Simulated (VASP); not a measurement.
# NaH (Fm-3m) in VASP: further runs, part 2 of 2

VASP 6.6.1. Earlier steps stand in the parts before.

### Step 3. Relaxation of cell and atoms, r2SCAN

This run uses another cell than the first one, of 14.53 Å³/atom, 1.029 times its volume.

Contents of INCAR:

```
SYSTEM = NaH
PREC = Accurate
ENCUT = 600
EDIFF = 1E-6
ISMEAR = 0
SIGMA = 0.03
LREAL = .False.
LASPH = .True.
NELM = 80
ALGO = Normal
ISIF = 3
LWAVE = .False.
LCHARG = .False.
METAGGA = R2SCAN
LMIXTAU = .True.
IBRION = 2
NSW = 90
EDIFFG = -0.01
```

Contents of KPOINTS:

```
regular mesh
0
Gamma
  10 10 10
  0 0 0
```

Contents of POSCAR:

```
NaH
1.0
    0.0000000000      2.4400000000      2.4400000000
    2.4400000000      0.0000000000      2.4400000000
    2.4400000000      2.4400000000      0.0000000000
Na H
1 1
Direct
    0.0000000000      0.0000000000      0.0000000000
    0.5000000000      0.5000000000      0.5000000000
```

Potentials or basis: VASP PAW PBE potentials, release 64 (Na_pv, H).

Command:

```console
$ cat potpaw_PBE.64/Na_pv/POTCAR potpaw_PBE.64/H/POTCAR > POTCAR
$ mpirun -np 1 vasp_std > vasp.out
```

OUTCAR:

```text
SYSTEM = NaH
   PREC = Accurate
   ENCUT = 600
   EDIFF = 1E-6
   ISMEAR = 0
   LREAL = .False.
   LASPH = .True.
   NELM = 80
   ISIF = 3
   METAGGA = R2SCAN
   IBRION = 2
   NSW = 90
   EDIFFG = -0.01

 ion  position               nearest neighbor table
   1  0.000  0.000  0.000-
   2  0.500  0.500  0.500-

  LATTYP: Found a face centered cubic cell.
 ALAT       =     4.8800000000

  Lattice vectors:

 A1 = (   0.0000000000,   2.4400000000,   2.4400000000)
 A2 = (   2.4400000000,   0.0000000000,   2.4400000000)
 A3 = (   2.4400000000,   2.4400000000,   0.0000000000)

Analysis of symmetry for initial positions (statically):
=====================================================================
 Subroutine PRICEL returns:
 Original cell was already a primitive cell.

 Routine SETGRP: Setting up the symmetry group for a
 face centered cubic supercell.

 Subroutine GETGRP returns: Found 48 space group operations
 (whereof 48 operations were pure point group operations)
 out of a pool of 48 trial point group operations.

The static configuration has the point symmetry O_h .

Analysis of symmetry for dynamics (positions and initial velocities):
=====================================================================
 Subroutine PRICEL returns:
 Original cell was already a primitive cell.

 Routine SETGRP: Setting up the symmetry group for a
 face centered cubic supercell.

 Subroutine GETGRP returns: Found 48 space group operations
 (whereof 48 operations were pure point group operations)
 out of a pool of 48 trial point group operations.

The dynamic configuration has the point symmetry O_h .

 Subroutine INISYM returns: Found 48 space group operations
 (whereof 48 operations are pure point group operations),
 and found     1 'primitive' translations

----------------------------------------------------------------------------------------

[... 129 lines left out ...]
   NGX = 13   NGY = 13   NGZ = 13

--------------------------------------- Ionic step        1  -------------------------------------------

 number of electron       8.0000008 magnetization

 Free energy of the ion-electron system (eV)
  ---------------------------------------------------
  ext. energy  EPLUGINS =         0.00000000
  ---------------------------------------------------
  free energy    TOTEN  =        -7.59607632 eV

  energy without entropy =       -7.59607632  energy(sigma->0) =       -7.59607632

------------------------ aborting loop because EDIFF is reached ----------------------------------------

  FORCE on cell =-STRESS in cart. coord.  units (eV):
  Direction    XX          YY          ZZ          XY          YZ          ZX
  --------------------------------------------------------------------------------------
  -------------------------------------------------------------------------------------
  Total       -0.2341914     -0.2341914     -0.2341914     -0.0000000      0.0000000      0.0000000
  in kB      -12.9146343    -12.9146343    -12.9146343     -0.0000000      0.0000000      0.0000000
  external PRESSURE =     -12.9146343 kB  Pullay stress =       0.0000000 kB
[... 167 lines left out ...]
--------------------------------------- Ionic step        6  -------------------------------------------

 number of electron       7.9999992 magnetization

 Free energy of the ion-electron system (eV)
  ---------------------------------------------------
  ext. energy  EPLUGINS =         0.00000000
  ---------------------------------------------------
  free energy    TOTEN  =        -7.60455819 eV

  energy without entropy =       -7.60455819  energy(sigma->0) =       -7.60455819

 E-fermi :  -1.2323     XC(G=0):  -8.2637

 val. band max:       -1.3660961154   @ k =  -0.3000   0.5000   0.2000
 cond. band min:       3.0822057651   @ k =   0.5000   0.0000   0.0000
 fundamental gap:      4.4483018804
 Fermi energy:        -1.2322909623

 k-point     1 :       0.0000    0.0000    0.0000
  band No.  band energies     occupation
      1     -24.1867      2.00000
      2     -24.1864      2.00000
      3     -24.1864      2.00000
      4      -4.9937      2.00000
      5      10.4064      0.00000
      6      15.2620      0.00000
      7      15.2620      0.00000
      8      15.2621      0.00000
[... 243 lines left out ...]
 k-point    24 :       0.4000    0.3000    0.0000
  band No.  band energies     occupation
      1     -24.2589      2.00000
      2     -24.2150      2.00000
      3     -24.2122      2.00000
      4      -2.4688      2.00000
      5       5.1969      0.00000
      6       8.7351      0.00000
      7      10.8132      0.00000
      8      11.7774      0.00000

 [... further k-points ...]

------------------------ aborting loop because EDIFF is reached ----------------------------------------

  FORCE on cell =-STRESS in cart. coord.  units (eV):
  Direction    XX          YY          ZZ          XY          YZ          ZX
  --------------------------------------------------------------------------------------
  -------------------------------------------------------------------------------------
  Total       -0.0059320     -0.0059320     -0.0059320     -0.0000000     -0.0000000      0.0000000
  in kB       -0.3485482     -0.3485482     -0.3485482     -0.0000000     -0.0000000      0.0000000
  external PRESSURE =      -0.3485482 kB  Pullay stress =       0.0000000 kB
[... 17 lines left out ...]
  FREE ENERGIE OF THE ION-ELECTRON SYSTEM (eV)
  ---------------------------------------------------
  free  energy   TOTEN  =        -7.6045581880 eV

  energy  without entropy=       -7.6045581880  energy(sigma->0) =       -7.60455819

 reached required accuracy - stopping structural energy minimisation
```

It took 3.9 min on 1 thread of Intel Xeon Platinum 8259CL at 2.50GHz (Skylake/Cascade Lake), shared host; peak memory 0.16 GiB.

What came out:

| Quantity | Value |
| --- | --- |
| Free energy | -7.6046 eV |
| Relaxed volume | 13.63 Å³/atom |
| Relaxed cell | a = 3.378 Å, b = 3.378 Å, c = 3.378 Å, α = 60.00°, β = 60.00°, γ = 60.00° |
| Space group after relaxing (to 0.05 Å) | Fm-3m (No. 225) |
| Energy gained by relaxing | 4.2 meV/atom |
| Ionic steps | 6 |
| Pressure after relaxing | 0.0 GPa |
| Band gap on the k mesh | 4.45 eV, indirect (least direct gap 5.28 eV) |

Step by step:
| step | energy change (eV) | largest force (eV/Å) | pressure (GPa) | volume (Å³) |
| --- | --- | --- | --- | --- |
| 1 | 0.0000 | 0.0000 | -1.29 | 29.05 |
| 2 | -0.0036 | 0.0000 | -0.91 | 28.56 |
| 3 | -0.0055 | 0.0000 | -0.68 | 28.22 |
| 4 | -0.0080 | 0.0000 | -0.31 | 27.55 |
| 5 | -0.0054 | 0.0000 | 1.20 | 26.24 |
| 6 | -0.0085 | 0.0000 | -0.03 | 27.27 |

Final structure:
```xyz
2
Lattice="0.0000 2.3889 2.3889 2.3889 0.0000 2.3889 2.3889 2.3889 0.0000" Properties=species:S:1:pos:R:3 pbc="T T T"
Na    0.0000    0.0000    0.0000
H     2.3889    2.3889    2.3889
```

Caveat: the PAW data sets were made with another functional, which shifts forces and pressure a little. r2SCAN opens gaps a little over a GGA but as a rule still falls short of measured ones.

### Step 4. Relaxation of cell and atoms, r2SCAN

This run uses another cell than the first one, of 13.63 Å³/atom, 0.965 times its volume.

INCAR: that of step 3 with these lines changed.

```diff
@@ -3,3 +3,3 @@
 ENCUT = 600
-EDIFF = 1E-6
+EDIFF = 1E-7
 ISMEAR = 0
@@ -17,2 +17,2 @@
 NSW = 90
-EDIFFG = -0.01
+EDIFFG = -0.005
```

KPOINTS is that of step 3.

Contents of POSCAR:

```
NaH                                     
1.0
   -0.0000000000      2.3889451529      2.3889451529
    2.3889451529      0.0000000000      2.3889451529
    2.3889451529      2.3889451529     -0.0000000000
  Na              H             
     1     1
Direct
     0.0000000000000000    0.0000000000000000    0.0000000000000000
     0.5000000000000000    0.5000000000000000    0.5000000000000000
```

Potentials or basis: VASP PAW PBE potentials, release 64 (Na_pv, H).

Command:

```console
$ cat potpaw_PBE.64/Na_pv/POTCAR potpaw_PBE.64/H/POTCAR > POTCAR
$ mpirun -np 1 vasp_std > vasp.out
```

OUTCAR:

```text
SYSTEM = NaH
   PREC = Accurate
   ENCUT = 600
   EDIFF = 1E-7
   ISMEAR = 0
   LREAL = .False.
   LASPH = .True.
   NELM = 80
   ISIF = 3
   METAGGA = R2SCAN
   IBRION = 2
   NSW = 90
   EDIFFG = -0.005

 ion  position               nearest neighbor table
   1  0.000  0.000  0.000-
   2  0.500  0.500  0.500-

  LATTYP: Found a face centered cubic cell.
 ALAT       =     4.7778903058

  Lattice vectors:

 A1 = (   0.0000000000,   2.3889451529,   2.3889451529)
 A2 = (   2.3889451529,   0.0000000000,   2.3889451529)
 A3 = (   2.3889451529,   2.3889451529,   0.0000000000)

Analysis of symmetry for initial positions (statically):
=====================================================================
 Subroutine PRICEL returns:
 Original cell was already a primitive cell.

 Routine SETGRP: Setting up the symmetry group for a
 face centered cubic supercell.

 Subroutine GETGRP returns: Found 48 space group operations
 (whereof 48 operations were pure point group operations)
 out of a pool of 48 trial point group operations.

The static configuration has the point symmetry O_h .

Analysis of symmetry for dynamics (positions and initial velocities):
=====================================================================
 Subroutine PRICEL returns:
 Original cell was already a primitive cell.

 Routine SETGRP: Setting up the symmetry group for a
 face centered cubic supercell.

 Subroutine GETGRP returns: Found 48 space group operations
 (whereof 48 operations were pure point group operations)
 out of a pool of 48 trial point group operations.

The dynamic configuration has the point symmetry O_h .

 Subroutine INISYM returns: Found 48 space group operations
 (whereof 48 operations are pure point group operations),
 and found     1 'primitive' translations

----------------------------------------------------------------------------------------

                                     Primitive cell

  volume of cell :      27.2677

[... 113 lines left out ...]
   METAGGA = R2SCAN    functional components
   LHFCALC =     F    Hartree Fock is set to
   AEXX    =    0.0000 exact exchange contribution
   IVDW    =     0    specifies the selected vdW correction
   LEPSILON=     F    determine dielectric tensor
   LRPA    =     F    only Hartree local field effects (RPA)
 conjugate gradient relaxation of ions
 non-spin polarized calculation
 Gauss-broadening in eV      SIGMA  =   0.03
  energy-cutoff  :      600.00
  volume of cell :       27.27
 maximum number of plane-waves:       941
   NGX = 13   NGY = 13   NGZ = 13

 number of electron       7.9999992 magnetization

 Free energy of the ion-electron system (eV)
  ---------------------------------------------------
  ext. energy  EPLUGINS =         0.00000000
  ---------------------------------------------------
  free energy    TOTEN  =        -7.60376648 eV

  energy without entropy =       -7.60376648  energy(sigma->0) =       -7.60376648

 E-fermi :  -1.2320     XC(G=0):  -8.2638

 val. band max:       -1.3662343697   @ k =  -0.3000   0.5000   0.2000
 cond. band min:       3.0822444455   @ k =   0.5000   0.0000   0.0000
 fundamental gap:      4.4484788152
 Fermi energy:        -1.2319875084

 k-point     1 :       0.0000    0.0000    0.0000
  band No.  band energies     occupation
      1     -24.1864      2.00000
      2     -24.1860      2.00000
      3     -24.1860      2.00000
      4      -4.9938      2.00000
      5      10.4065      0.00000
      6      15.2621      0.00000
      7      15.2621      0.00000
      8      15.2622      0.00000
[... 243 lines left out ...]
 k-point    24 :       0.4000    0.3000    0.0000
  band No.  band energies     occupation
      1     -24.2584      2.00000
      2     -24.2145      2.00000
      3     -24.2117      2.00000
      4      -2.4689      2.00000
      5       5.1970      0.00000
      6       8.7352      0.00000
      7      10.8131      0.00000
      8      11.7774      0.00000

 [... further k-points ...]

------------------------ aborting loop because EDIFF is reached ----------------------------------------

  FORCE on cell =-STRESS in cart. coord.  units (eV):
  Direction    XX          YY          ZZ          XY          YZ          ZX
  --------------------------------------------------------------------------------------
  -------------------------------------------------------------------------------------
  Total       -0.0047917     -0.0047917     -0.0047917     -0.0000000      0.0000000     -0.0000000
  in kB       -0.2815467     -0.2815467     -0.2815467     -0.0000000      0.0000000     -0.0000000
  external PRESSURE =      -0.2815467 kB  Pullay stress =       0.0000000 kB

 VOLUME and BASIS-vectors are now :
 -----------------------------------------------------------------------------
  energy-cutoff  :      600.00
  volume of cell :       27.27
      direct lattice vectors                 reciprocal lattice vectors
     0.000000000  2.388945153  2.388945153    -0.209297396  0.209297396  0.209297396
     2.388945153  0.000000000  2.388945153     0.209297396 -0.209297396  0.209297396
     2.388945153  2.388945153  0.000000000     0.209297396  0.209297396 -0.209297396

 POSITION                                       TOTAL-FORCE (eV/Angst)
 -----------------------------------------------------------------------------------
      0.00000      0.00000      0.00000        -0.000000     -0.000000     -0.000000
      2.38895      2.38895      2.38895         0.000000      0.000000      0.000000
 -----------------------------------------------------------------------------------
    total drift:                               -0.000000     -0.000000     -0.000000

  FREE ENERGIE OF THE ION-ELECTRON SYSTEM (eV)
  ---------------------------------------------------
  free  energy   TOTEN  =        -7.6037664752 eV

  energy  without entropy=       -7.6037664752  energy(sigma->0) =       -7.60376648

 reached required accuracy - stopping structural energy minimisation
```

CONTCAR:

```text
NaH
   1.00000000000000
     0.0000000000000000    2.3889451528999999    2.3889451528999999
     2.3889451528999999    0.0000000000000000    2.3889451528999999
     2.3889451528999999    2.3889451528999999    0.0000000000000000
  Na              H
     1     1
Direct
     0.0000000000000000    0.0000000000000000    0.0000000000000000
     0.5000000000000000    0.5000000000000000    0.5000000000000000

  0.00000000E+00  0.00000000E+00  0.00000000E+00
  0.00000000E+00  0.00000000E+00  0.00000000E+00
```

Run time: 62 s. Hardware: 1 thread of Intel Xeon Platinum 8259CL at 2.50GHz (Skylake/Cascade Lake), shared host; peak memory 0.16 GiB.

What came out:

- Free energy: -7.6038 eV
- Pressure after relaxing: 0.0 GPa
- Band gap on the k mesh: 4.45 eV, indirect (least direct gap 5.28 eV)

Final structure:
```yaml
crystal:
  lattice:
    - [0.00000, 2.38895, 2.38895]
    - [2.38895, 0.00000, 2.38895]
    - [2.38895, 2.38895, 0.00000]
  atoms:
    - { symbol: Na, position: [0.00000, 0.00000, 0.00000] }
    - { symbol: H, position: [0.50000, 0.50000, 0.50000] }
```

Levels at points of the mesh, in eV from the valence-band top:
| k point | band 2 | band 3 | band 4 | band 5 | band 6 | band 7 |
| --- | --- | --- | --- | --- | --- | --- |
| (0.00, 0.00, 0.00) | -22.82 | -22.82 | -3.63 | 11.77 | 16.63 | 16.63 |
| (0.50, 0.00, 0.00) | -22.83 | -22.83 | -0.83 | 4.45 | 11.95 | 14.14 |
| (0.50, 0.50, 0.00) | -22.85 | -22.85 | -0.16 | 5.28 | 10.86 | 11.63 |

Caveat: the relaxation stopped at its first step, so nothing moved; the PAW data sets were made with another functional, which shifts forces and pressure a little. r2SCAN opens gaps a little over a GGA but as a rule still falls short of measured ones.
